Gallium arsenide is a semiconductor with a measured gap of 1.42 eV at room temperature. The table lists that gap as several density functionals give it, all for the same fixed crystal cell. For three hybrid functionals, which mix in Fock exchange (the exchange of Hartree-Fock theory), the result is hidden at first. The question is whether the simpler functionals, together with the physics of exchange, are enough to say where these three should fall.

Band gap of zincblende GaAs at fixed geometry, computed with VASP by Kohn-Sham DFT with the functionals listed, using the recommended PBE PAW potentials, a plane-wave cutoff of 520 eV and no spin-orbit coupling. Gaps are read along the band path, and the measured gap used for comparison is 1.42 eV at 300 K.

| method | rung | spin | k mesh | smearing | gap (eV) | computed less measured (eV) |
| --- | --- | --- | --- | --- | --- | --- |
| BLYP | GGA | none | 8x8x8 2-atom cell | Fermi-Dirac 0.05eV | 0.395 | -1.025 |
| PW91 | GGA | none | 8x8x8 2-atom cell | Fermi-Dirac 0.05eV | 0.506 | -0.914 |
| RPBE | GGA | none | 8x8x8 2-atom cell | Fermi-Dirac 0.05eV | 0.643 | -0.777 |
| revPBE | GGA | none | 8x8x8 2-atom cell | Fermi-Dirac 0.05eV | 0.612 | -0.808 |
| SCAN | meta-GGA | none | 8x8x8 2-atom cell | Fermi-Dirac 0.05eV | 0.722 | -0.698 |
| TB-mBJ | meta-GGA | non-collinear afm | 6x6x6 2-atom cell | gaussian 0.01eV | 1.598 | 0.178 |
| TPSS | meta-GGA | none | 8x8x8 2-atom cell | Fermi-Dirac 0.05eV | 0.667 | -0.753 |
| r2SCAN | meta-GGA | none | 6x6x6 2-atom cell | Fermi-Dirac 0.05eV | 0.995 | -0.425 |
| revTPSS | meta-GGA | none | 8x8x8 2-atom cell | Fermi-Dirac 0.05eV | 0.705 | -0.715 |
| HSEsol | hybrid | none | 4x4x4 2-atom cell | Fermi-Dirac 0.05eV | ? | ? |
| PBE-EpsX | hybrid | none | 4x4x4 2-atom cell | Fermi-Dirac 0.05eV | ? | ? |
| PBE0 | hybrid | none | 4x4x4 2-atom cell | Fermi-Dirac 0.05eV | ? | ? |

The known rows miss the measured gap in a clear pattern. The four GGAs, which use only the density and its gradient, fall short by 0.88 eV on average. The meta-GGAs SCAN, TPSS, r2SCAN and revTPSS fall short by 0.65 eV on average, but r2SCAN improves that figure: it lies 0.27 eV above SCAN, of which it is a close revision. The two runs differ in k mesh, and the cause of the difference is not settled here. TB-mBJ alone lies above the measurement, by 0.18 eV, but its potential was adjusted to reproduce gaps, so its closeness is no independent success. Its run began with a magnetic moment, as the entry under spin indicates, but ended without any.

The shortfall has a well-known reason. The true gap is the cost of removing an electron from the crystal less the gain from adding one. In exact density-functional theory the potential jumps by a constant when an electron is added, and this jump is part of the gap. The orbital energies of a GGA all come from one potential, the same for filled and empty states, so their difference leaves the jump out and is too small as a gap. Even the orbital energies of the exact potential would leave it out. A meta-GGA also uses the kinetic energy density of the orbitals, and its orbital-dependent potential can recover a part of the jump.

A hybrid goes further, because Fock exchange treats filled and empty states differently. An electron in a filled state is surrounded by an exchange hole, a region from which electrons of the same spin are kept away, and this lowers its energy strongly. An empty state overlaps with the filled ones much less in this sense and is lowered less. Replacing a fraction of the GGA exchange by Fock exchange therefore pulls the valence band down relative to the conduction band, and the gap opens roughly in proportion to the fraction.

For PBE0 this gives a forecast at once. A full unit of Fock exchange would open the gap by about 6 eV, a rough recalled value that no known row tests. PBE0 contains a quarter of it and starts from the GGA called PBE, for which the closely related PW91, with a gap of 0.51 eV, can stand in. The forecast is 2.0 eV, with a range from 1.7 to 2.3 eV, well above the measured gap.

HSEsol also contains a quarter of Fock exchange, but only at short range. Its long-range part is left to the GGA, which is assumed here to shift filled and empty states about equally. The electron repulsion is split by a screening parameter $\omega$, and the part removed from Fock exchange is

$$v(r)=\frac{e^2\,\mathrm{erf}(\omega r)}{r}\approx\frac{2\omega e^2}{\sqrt{\pi}}\left(1-\frac{\omega^2r^2}{3}\right),$$

where $r$ is the distance between two electrons and $e^2$ is 14.4 eV Å. This interaction has no spike at short distance and is nearly constant across the exchange hole.

A constant interaction makes the exchange operator very simple. It lowers each filled state by the full constant and leaves each empty state where it was, because an empty state is orthogonal to all filled ones. Long-range Fock exchange thus acts almost as a rigid shift between the bands. With $\omega$ at about 0.20 per Å, the shift for a full unit of exchange is

$$\frac{2\omega e^2}{\sqrt{\pi}}=\frac{2\times0.20\times14.4}{1.77}\approx3.25\ \text{eV}.$$

The exchange hole has a finite reach, which weakens this contrast. Let the reach be one bond length, 2.448 Å, so that $\omega r$ is about 0.49. Filled states then lose a share $0.49^2/3$ of the shift, and in a picture with two bands the empty states are lowered by about as much. Together this takes away 16% and leaves about 2.73 eV, or 0.68 eV for a quarter of exchange. That is how much HSEsol should lose by dropping the long-range part.

The parent functional needs a smaller correction. HSEsol is built on PBEsol, whose exchange responds less to density gradients than that of PBE, while revPBE responds more and has a gap 0.106 eV above that of PW91. The guess is that PBEsol lies below by the same amount, of which three quarters survive in the hybrid, that is 0.080 eV. The sum is then

$$0.506-0.080+0.25\times6.0-0.683\approx1.24\ \text{eV}.$$

The range for HSEsol runs from 0.99 to 1.49 eV. If only the fraction of exchange mattered and not its reach, the same sum without the last term would give 1.93 eV.

PBE-EpsX is harder, because its name has to be interpreted. It is read here as a hybrid with Fock exchange at full range and a fraction $1/\varepsilon$, where $\varepsilon$ is the electronic dielectric constant, about 11 for GaAs. The idea behind such a choice is that the other electrons screen exchange at long range by just this factor. At short range they screen it less, so the fraction should be too small there and the gap too low. The forecast is 1.05 eV, with a range from 0.75 to 1.35 eV.

All three ranges are judgements rather than statistical errors. They allow for the rough slope, for the coarser k mesh of the hybrid runs and for settings that are not known in advance.

The withheld rows as computed:

| method | rung | spin | k mesh | smearing | gap (eV) | computed less measured (eV) |
| --- | --- | --- | --- | --- | --- | --- |
| HSEsol | hybrid | none | 4x4x4 2-atom cell | Fermi-Dirac 0.05eV | 1.390 | -0.030 |
| PBE-EpsX | hybrid | none | 4x4x4 2-atom cell | Fermi-Dirac 0.05eV | 0.727 | -0.693 |
| PBE0 | hybrid | none | 4x4x4 2-atom cell | Fermi-Dirac 0.05eV | 2.145 | 0.725 |

PBE0 and HSEsol fall inside their ranges, and PBE-EpsX falls just below its own. The two hits share an error, since both forecasts are too low by about 0.14 eV. A steeper slope would explain this: the computed PBE0 gap, set against PW91, implies about 6.6 eV per unit of exchange instead of 6. The k mesh and the use of PW91 in place of PBE also enter that number, so it should not be taken as a property of Fock exchange alone.

The difference between PBE0 and HSEsol says more about the mechanism. It was forecast as 0.76 eV and computed as 0.755 eV, although both functionals contain the same quarter of Fock exchange at short range. They also differ in their parent GGA, and full-range Fock exchange converges more slowly with the k mesh than short-range exchange, which matters on the coarse mesh used here. This is therefore not a clean test of range, and the closeness of the match may be partly luck. Yet the four GGAs in the table differ among themselves by at most 0.25 eV, which makes the parent an unlikely source of most of the difference. Whether the other levels follow the same nearly rigid shift between filled and empty states remains untested, because only the gaps are compared here.

PBE-EpsX came out at 0.727 eV, which is 0.32 eV below the forecast. The slope cannot be at fault, because the steeper one implied by PBE0 would have raised the forecast further. On that slope, the computed gap corresponds to only about 3% of Fock exchange at full range, where 9% had been assumed. The settings of the run explain why. The name was read correctly, but the run was given a dielectric constant of about 29 instead of 11, and the inverse of that is a fraction of only 3.5%. With this fraction, the slope implied by PBE0 gives 0.73 eV, in line with the computed gap. Too small a gap in the calculation that supplied the constant would inflate it, and a coarse k mesh can add to that, but the source of the value is not recorded. The low gap therefore does not test the argument about weak screening at short range. It shows instead that the dielectric constant should be checked before the gap from such a functional is trusted.

The comparison with experiment needs one more step. HSEsol lies only 0.03 eV below the measured gap, but the measurement was made at 300 K and contains spin-orbit coupling, which the calculations omit. Cooling the crystal would raise the measured gap by roughly 0.1 eV, and spin-orbit coupling would lower the computed ones by about as much. With these two corrections, and with zero-point motion still left out of the calculations, HSEsol falls short by roughly 0.2 eV, while the excess of PBE0 shrinks from about 0.7 to about 0.5 eV.

For a practical choice, the word hybrid is thus not enough to tell how large a gap will be. The three hybrids spread over 1.4 eV, and the lowest of them, run with only 3.5% of Fock exchange, lies below the meta-GGA r2SCAN. What counts most is how much Fock exchange a functional contains and how far it reaches. More exchange widens the gap, and a larger $\omega$, which cuts the exchange off at a shorter distance, narrows it again. The printed output after this text lists each forecast beside its computed value; of the table's gaps, only those of PW91 and revPBE entered the forecasts.

Printed output of the fit:

```
mean of four GGAs less measured, eV: -0.881
mean of four meta-GGAs without TB-mBJ less measured, eV: -0.6478
TB-mBJ less measured, eV: 0.178
revPBE gap less PW91 gap, eV: 0.106
r2SCAN gap less SCAN gap, eV: 0.273
long-range opening left out at a quarter of Fock exchange, estimate, eV: 0.6826
HSEsol forecast (range plus or minus 0.25), eV: 1.244
HSEsol computed, eV: 1.39
HSEsol forecast less computed, eV: -0.1461
HSEsol rival forecast if range did not matter, eV: 1.926
PBE-EpsX forecast (range plus or minus 0.30), eV: 1.051
PBE-EpsX computed, eV: 0.727
PBE-EpsX forecast less computed, eV: 0.3245
PBE0 forecast (range plus or minus 0.30), eV: 2.006
PBE0 computed, eV: 2.145
PBE0 forecast less computed, eV: -0.139
HSEsol computed less measured, eV: -0.03
PBE-EpsX computed less measured, eV: -0.693
PBE0 computed less measured, eV: 0.725
PBE0 less HSEsol, forecast, eV: 0.7621
PBE0 less HSEsol, computed, eV: 0.755
slope implied by computed PBE0 and PW91, eV per unit fraction: 6.556
full-range fraction implied for PBE-EpsX by that slope: 0.03371
```
